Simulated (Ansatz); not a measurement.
**One structure, 3 elements: CaO, CaS, CaSe**

Plane-wave DFT in Ansatz with scalar-relativistic PAW potentials, cutoff 420 eV, Γ-centred meshes chosen by cell and gap, Gaussian smearing with energies taken to zero width. Every cell was relaxed (cell and atoms) in a run of its own, within the symmetry of its start. Functional: LDA.

All members share space group Fm-3m and the same sites; only the element on one set of sites changes (O, S, Se). Members needn't be the stable form of their composition. Energies over the elements, where given, are against the elements' standard states in the same functional (H₂, N₂, O₂ and halogens uncorrected, Hg as a solid). The first member:

Space group Fm-3m (No. 225). a = 4.708 Å, b = 4.708 Å, c = 4.708 Å, α = 90.00°, β = 90.00°, γ = 90.00°
```tsv
atom	site	symmetry	x	y	z
Ca	4a	m-3m	0.0000	0.0000	0.0000
O	4b	m-3m	0.5000	0.0000	0.0000
```

| compound | V (Å³/atom) | a (Å) | gap on mesh (eV) | energy over elements (eV/atom) |
| --- | --- | --- | --- | --- |
| CaO | 13.04 | 4.708 | 3.45 | -3.341 |
| CaSe | 24.28 | 5.791 | 1.72 | -2.114 |

Question: Predict the member with S.

Answer: V (Å³/atom) 21.54, a (Å) 5.564, gap on mesh (eV) 1.97, energy over elements (eV/atom) -2.301. Interpolating linearly in period between O and Se would give 18.66 Å³/atom (13.4 % too small) and a gap of 2.58 eV, with -2.728 eV/atom over the elements. Over the whole series the volume grows at each step down the group; the gap narrows; binding against the elements weakens. The p levels of the anion rise down the group and lift the valence band, the usual cause of such narrowing. Less electronegative, larger anions gain less from charge transfer and lattice energy, in line with the weaker binding.